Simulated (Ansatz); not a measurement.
Relaxed sheet of Bi2Se3, cell area A = 14.731 Å²:

```yaml
crystal:
  lattice:
    - [4.12434, 0.00000, 0.00000]
    - [-2.06217, 3.57179, 0.00000]
    - [0.00000, 0.00000, 39.98244]
  periodic: [true, true, false]
  atoms:
    - { symbol: Se, position: [0.00000, 0.00000, 0.41202] }
    - { symbol: Bi, position: [0.33333, 0.66667, 0.45153] }
    - { symbol: Se, position: [0.66667, 0.33333, 0.50000] }
    - { symbol: Bi, position: [0.00000, 0.00000, 0.54847] }
    - { symbol: Se, position: [0.33333, 0.66667, 0.58798] }
```

The calculation used DFT PBE+D3(BJ), scalar-relativistic, plane waves, PAW (Ansatz 0.2.0). Plane waves to 420 eV, a k mesh through Γ of 12×12×1 on the computed 5-atom cell and Gaussian smearing (0.02 eV); no spin polarisation. The sheet is isolated along c (Coulomb cut-off).

Under biaxial strain, atoms relaxed, stress positive in compression; ΔE is the free energy at this smearing, of which the stress is the derivative:

```csv
strain (%),σxx (N/m),σyy (N/m),ΔE (meV/cell),thickness (Å)
-2,1.813,1.813,32.01,7.185
+2,-1.577,-1.577,30.26,6.884
```

Question: Which in-plane elastic constants follow from the stresses?

Answer: With εxx = εyy = ε the tension along x is (C11 + C12)ε. The central difference gives C11 + C12 = (1.813 − (-1.577))/0.04 = 84.7 N/m and C22 + C12 = 84.7 N/m. The layer modulus for a change of area, (C11 + C22 + 2C12)/4, is 42.4 N/m.

Question: Do the energies agree?

Answer: The second difference [ΔE(−ε) + ΔE(+ε)]/(A·ε²) = (32.01 + 30.26) meV/(14.731 Å² × 0.0004) × 16.02 N/m per eV/Å² = 169.3 N/m should equal C11 + C22 + 2C12 = 169.5 N/m; they differ by 0.1 %, so the two routes agree. The stress in compression and in tension differ in size because of the third-order constants.

Question: The unstrained thickness between the outer atoms is 7.035 Å. How does it respond?

Answer: d ln t/dε = (6.884 − 7.185)/(7.035 × 0.04) = -1.07: the sheet thins as it is stretched, as its bonds turn towards the plane.

Question: The gap on the k mesh is 1.101 eV at −2 %, 0.943 eV unstrained and 0.756 eV at +2 %. What is its slope?

Answer: On the stretched side -93 meV a percent, on the compressed side -79 meV a percent.

The sheet accommodates biaxial strain partly by changing its bond angles, which costs less than stretching the polar Bi-Se bonds alone. The thickness response of -1.07 falls short of what would keep the volume between the outer atomic planes constant, so that volume grows under tension. The gap narrows from 1.101 eV in compression to 0.756 eV in tension. Its edges are mainly Se p in the valence band and Bi p in the conduction band, so weaker p-p overlap in the stretched sheet probably reduces the bonding-antibonding separation, with the changing bond angles also contributing.

Spin-orbit coupling is strong in the Bi p shell and would be expected to lower the conduction edge appreciably. The gaps are therefore probably too wide on that account, and their strain slopes may shift as well. Equal stresses along x and y are required by the trigonal symmetry, and biaxial strain alone cannot separate C11 from C12, which leaves Young's modulus, the in-plane Poisson ratio and the shear stiffness undetermined.
